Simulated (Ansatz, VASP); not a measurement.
**Two plane-wave programs on VH2**

```
CELL_PARAMETERS angstrom
0.00000 2.08378 2.08378
2.08378 0.00000 2.08378
2.08378 2.08378 0.00000
ATOMIC_POSITIONS crystal
V 0.00000 0.00000 0.00000
H 0.25000 0.25000 0.25000
H 0.75000 0.75000 0.75000
```

Alike in both runs: functional PBEsol; k mesh 8 × 8 × 8; occupations gaussian, width 0.1 eV; no spin polarisation.

Ansatz relaxed the structure, and its values are those at the end. VASP's run is a single point on that final structure, the one shown.

```csv
,VASP,Ansatz
version,VASP 6.6.1,Ansatz 0.2.0
potentials or method,"VASP PAW PBE potentials, release 64 (V_sv, H)","scalar-relativistic, plane waves, PAW"
plane-wave cutoff (eV),520,420
valence electrons in the cell,15,15
```

```csv
,VASP,Ansatz,Ansatz less VASP
gap on the k mesh at the Fermi level (eV),none,none,-
pressure (GPa),-0.2,-0.3,-0.10
```

A gap of «none» marks a metal or a gap that the smearing closes.

Caveats: the PAW data sets were made with another functional, which shifts forces and pressure a little (VASP).
